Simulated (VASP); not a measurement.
# AlN (P6_3mc) in VASP: further runs, part 2 of 2

VASP 6.6.1. Earlier steps stand in the parts before.

## 4. Relaxation of cell and atoms, PBE+D3(BJ)

INCAR

```
SYSTEM = AlN
PREC = Accurate
ENCUT = 600
EDIFF = 1E-6
ISMEAR = 0
SIGMA = 0.03
LREAL = .FALSE.
LASPH = .TRUE.
NELM = 80
ALGO = Normal
ISIF = 3
LWAVE = .FALSE.
LCHARG = .FALSE.
GGA = PE
IVDW = 12
IBRION = 2
NSW = 90
EDIFFG = -0.01
```

KPOINTS

```
regular mesh
0
G
  12 12 6
  0 0 0
```

POSCAR

```
AlN
1.0
    3.1130000000      0.0000000000      0.0000000000
   -1.5565000000      2.6959370820      0.0000000000
    0.0000000000      0.0000000000      4.9810000000
Al N
2 2
Direct
    0.3333333333      0.6666666667      0.0000000000
    0.6666666667      0.3333333333      0.5000000000
    0.3333333333      0.6666666667      0.3800000000
    0.6666666667      0.3333333333      0.8800000000
```

Potentials or basis: VASP PAW PBE potentials, release 64 (Al, N).

Launch:

```console
$ cat potpaw_PBE.64/Al/POTCAR potpaw_PBE.64/N/POTCAR > POTCAR
$ mpirun -np 1 vasp_std > vasp.out
```

OUTCAR:

```text
SYSTEM = AlN
   PREC = Accurate
   ENCUT = 600
   EDIFF = 1E-6
   ISMEAR = 0
   LREAL = .FALSE.
   LASPH = .TRUE.
   NELM = 80
   ISIF = 3
   GGA = PE
   IVDW = 12
   IBRION = 2
   NSW = 90
   EDIFFG = -0.01
 IVDW          = 12

 ion  position               nearest neighbor table
   1  0.333  0.667  0.000-   3 1.89   4 1.89   4 1.89   4 1.89   2 3.07   2 3.07   2 3.07   2 3.07
                             2 3.07   2 3.07
   2  0.667  0.333  0.500-   4 1.89   3 1.89   3 1.89   3 1.89   1 3.07   1 3.07   1 3.07   1 3.07
                             1 3.07   1 3.07
   3  0.333  0.667  0.380-   1 1.89   2 1.89   2 1.89   2 1.89
   4  0.667  0.333  0.880-   2 1.89   1 1.89   1 1.89   1 1.89

  LATTYP: Found a hexagonal cell.
 ALAT       =     3.1130000000
 C/A-ratio  =     1.6000642467

  Lattice vectors:

 A1 = (   3.1130000000,   0.0000000000,   0.0000000000)
 A2 = (  -1.5565000000,   2.6959370820,   0.0000000000)
 A3 = (   0.0000000000,   0.0000000000,   4.9810000000)

Analysis of symmetry for initial positions (statically):
=====================================================================
 Subroutine PRICEL returns:
 Original cell was already a primitive cell.

 Routine SETGRP: Setting up the symmetry group for a
 hexagonal supercell.

 Subroutine GETGRP returns: Found 12 space group operations
 (whereof  6 operations were pure point group operations)
 out of a pool of 24 trial point group operations.

The static configuration has the point symmetry C_3v.
 The point group associated with its full space group is C_6v.

Analysis of symmetry for dynamics (positions and initial velocities):
=====================================================================
 Subroutine PRICEL returns:
 Original cell was already a primitive cell.

 Routine SETGRP: Setting up the symmetry group for a
 hexagonal supercell.

 Subroutine GETGRP returns: Found 12 space group operations
 (whereof  6 operations were pure point group operations)
 out of a pool of 24 trial point group operations.

The dynamic configuration has the point symmetry C_3v.
 The point group associated with its full space group is C_6v.

 Subroutine INISYM returns: Found 12 space group operations
 (whereof  6 operations are pure point group operations),
 and found     1 'primitive' translations

----------------------------------------------------------------------------------------

                                     Primitive cell

[... 118 lines left out ...]
   LORBIT       =      0    0 simple, 1 ext, 2 COOP (PROOUT), +10 PAW based schemes
   GGA     = PE    functional components
   LHFCALC =     F    Hartree Fock is set to
   AEXX    =    0.0000 exact exchange contribution
   IVDW    =    12    specifies the selected vdW correction
   LEPSILON=     F    determine dielectric tensor
   LRPA    =     F    only Hartree local field effects (RPA)
 conjugate gradient relaxation of ions
 non-spin polarized calculation
 Gauss-broadening in eV      SIGMA  =   0.03
  energy-cutoff  :      600.00
  volume of cell :       41.80
 maximum number of plane-waves:      1412
 NGX is ok and might be reduce to    28
   NGX = 13   NGY = 13   NGZ = 19

--------------------------------------- Ionic step        1  -------------------------------------------

 number of electron      16.0000000 magnetization

 Free energy of the ion-electron system (eV)
  ---------------------------------------------------
  ext. energy  EPLUGINS =         0.00000000
  ---------------------------------------------------
  free energy    TOTEN  =       -29.77433063 eV

  energy without entropy =      -29.77433063  energy(sigma->0) =      -29.77433063

------------------------ aborting loop because EDIFF is reached ----------------------------------------

 Edisp (eV)   -1.07330

 E8    (eV) :    -0.4192
[... 117 lines left out ...]
--------------------------------------- Ionic step        4  -------------------------------------------

 number of electron      15.9999999 magnetization

 Free energy of the ion-electron system (eV)
  ---------------------------------------------------
  ext. energy  EPLUGINS =         0.00000000
  ---------------------------------------------------
  free energy    TOTEN  =       -29.77065727 eV

  energy without entropy =      -29.77065727  energy(sigma->0) =      -29.77065727

 E-fermi :   6.3239     XC(G=0): -10.9288

 val. band max:        6.1889790304   @ k =   0.0000   0.0000   0.0000
 cond. band min:      10.4372044420   @ k =   0.0000   0.0000   0.0000
 fundamental gap:      4.2482254116
 Fermi energy:         6.3239269755

 k-point     1 :       0.0000    0.0000    0.0000
  band No.  band energies     occupation
      1      -9.0200      2.00000
      2      -6.8646      2.00000
      3       0.1777      2.00000
      4       5.3316      2.00000
      5       5.3316      2.00000
      6       5.9802      2.00000
      7       5.9802      2.00000
      8       6.1890      2.00000
      9      10.4372      0.00000
     10      12.8986      0.00000
     11      16.8349      0.00000
     12      17.3838      0.00000
[... 331 lines left out ...]
 k-point    24 :       0.3333    0.0000    0.1667
  band No.  band energies     occupation
      1      -7.6885      2.00000
      2      -6.4514      2.00000
      3       1.2712      2.00000
      4       2.2418      2.00000
      5       2.8472      2.00000
      6       4.4206      2.00000
      7       5.3974      2.00000
      8       5.5351      2.00000
      9      12.0677      0.00000
     10      12.8728      0.00000
     11      14.7175      0.00000
     12      16.4066      0.00000

 [... further k-points ...]

------------------------ aborting loop because EDIFF is reached ----------------------------------------

 Edisp (eV)   -1.07884

 E8    (eV) :    -0.4213
[... 27 lines left out ...]
  FREE ENERGIE OF THE ION-ELECTRON SYSTEM (eV)
  ---------------------------------------------------
  free  energy   TOTEN  =       -30.8494926054 eV

  energy  without entropy=      -30.8494926054  energy(sigma->0) =      -30.84949261

 reached required accuracy - stopping structural energy minimisation
```

OSZICAR:

```text
N       E                     dE             d eps       ncg     rms          rms(c)
DAV:   1     0.573390269534E+02    0.57339E+02   -0.83135E+03  1824   0.134E+03
DAV:   2    -0.301630802873E+02   -0.87502E+02   -0.80561E+02  2696   0.244E+02
DAV:   3    -0.344846206831E+02   -0.43215E+01   -0.43055E+01  2408   0.591E+01
DAV:   4    -0.345213468879E+02   -0.36726E-01   -0.36716E-01  2140   0.621E+00
[... 26 lines left out ...]
       N       E                     dE             d eps       ncg     rms          rms(c)
DAV:   1    -0.297707042163E+02    0.43788E-03   -0.54062E-03  1824   0.707E-01    0.405E-02
DAV:   2    -0.297706701757E+02    0.34041E-04   -0.63114E-05  2340   0.772E-02    0.206E-02
DAV:   3    -0.297706582251E+02    0.11951E-04   -0.17632E-05  2232   0.366E-02    0.533E-03
DAV:   4    -0.297706572696E+02    0.95552E-06   -0.23729E-06  1432   0.147E-02
   4 F= -.30849493E+02 E0= -.30849493E+02  d E =-.778937E-04
```

It took 49 s on 1 thread of Intel Xeon 6975P-C (Granite Rapids), shared host; peak memory 0.21 GiB.

What came out:

* Free energy: -30.8495 eV
* Relaxed volume: 10.40 Å³/atom
* Relaxed cell: a = 3.106 Å, b = 3.106 Å, c = 4.978 Å, α = 90.00°, β = 90.00°, γ = 120.00°
* Space group after relaxing (to 0.05 Å): P6_3mc (No. 186)
* Energy gained by relaxing: 0.5 meV/atom
* Ionic steps: 4
* Pressure after relaxing: 0.1 GPa
* Largest force after relaxing: 0.009 eV/Å
* Band gap on the k mesh: 4.25 eV, direct
* Dispersion energy per atom: -0.270 eV

Forces in eV/Å, atoms in the order of the input:
```
Al   0.000  0.000 -0.009
Al   0.000  0.000 -0.009
N    0.000  0.000  0.009
N    0.000  0.000  0.009
```

The path:
```
step  energy change (eV)  largest force (eV/Å)  pressure (GPa)  volume (Å³)
   1              0.0000                0.1282           -0.90        41.80
   2             -0.0003                0.0927            0.84        41.45
   3             -0.0018                0.0118           -0.04        41.62
   4             -0.0019                0.0091            0.05        41.60
```

Final structure:
```yaml
crystal:
  lattice:
    - [3.10608, 0.00000, 0.00000]
    - [-1.55304, 2.68994, 0.00000]
    - [0.00000, 0.00000, 4.97841]
  atoms:
    - { symbol: Al, position: [0.33333, 0.66667, 0.99922] }
    - { symbol: Al, position: [0.66667, 0.33333, 0.49922] }
    - { symbol: N, position: [0.33333, 0.66667, 0.38078] }
    - { symbol: N, position: [0.66667, 0.33333, 0.88078] }
```

Levels at points of the mesh, in eV from the valence-band top:
```
           k point  band 4  band 5  band 6  band 7  band 8  band 9  band 10  band 11  band 12
(0.00, 0.00, 0.00)   -0.86   -0.86   -0.21   -0.21    0.00    4.25     6.71    10.65    11.19
(0.50, 0.00, 0.00)   -4.17   -3.35   -2.09   -1.78   -0.69    5.81     5.84     8.23    10.31
(0.00, 0.00, 0.50)   -3.34   -0.54   -0.54   -0.54   -0.54    6.51     6.51    10.36    10.36
(0.50, 0.00, 0.50)   -5.61   -1.46   -1.46   -1.37   -1.37    5.32     5.32     9.29     9.29
```

## 5. Summary

```csv
level,k mesh,cutoff (eV),grid for exact exchange (PRECFOCK),screening parameter,gap on the mesh (eV),pressure (GPa),relaxed volume (Å³/atom)
PBEsol,12 × 12 × 6,600,-,-,4.12,0.1,10.45
HSE06,6 × 6 × 4,520,Fast,0.2 1/A,5.64,0.0,10.36
PBE+D3(BJ),12 × 12 × 6,600,-,-,4.25,0.1,10.40
```

Alike in all rows: task relaxation of cell and atoms; potentials or basis VASP PAW PBE potentials, release 64 (Al, N); no spin polarisation; cell relaxed; smearing gaussian 0.03 eV.

Caveats: the PAW data sets were made with another functional, which shifts forces and pressure a little (some runs).

Total energies depend on the potentials used, so only differences within one code and one set of settings carry meaning.
